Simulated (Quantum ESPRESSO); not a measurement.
CdSe (Cadmoselite), 4 atoms in the cell. It takes space group P6_3mc (No. 186, hexagonal). Conventional cell: a = 4.300 Å, b = 4.300 Å, c = 7.020 Å, α = 90.00°, β = 90.00°, γ = 120.00°. Around Cd (site symmetry 3m) lie 4 Se at 2.61 to 2.70 Å. Se (site symmetry 3m) is surrounded by 4 Cd at 2.61 to 2.70 Å. 

| Item | Value |
| --- | --- |
| Program | Quantum ESPRESSO 7.5 |
| Task | single point |
| Functional | PBE |
| Potentials or basis | SG15 PBE 1.2 |
| Cutoff | 952 eV |
| Density cutoff | 3810 eV |
| k mesh | 2 × 2 × 1 |
| Occupations | fermi-dirac, width 0.05 eV |
| Spin | no spin polarisation |
| Mixing beta | 0.5 |
| Most SCF iterations | 120 |
| SCF threshold | 8e-10 Ry |

Potentials or basis: SG15 PBE 1.2.

Command:

```console
$ OMP_NUM_THREADS=1 mpirun -n 2 pw.x -in pw.in > pw.out
```

Hardware: 2 MPI ranks on Arm Neoverse V2, with other jobs on the host.

Problem. Estimate the wall time of this run.

Solution. Run time: 5.7 s on 2 MPI ranks on Arm Neoverse V2 (shared host), peak memory 0.14 GiB a rank. Counts: scf iterations 9, k pools 1, bands 36, k points 2, g dense 60119.
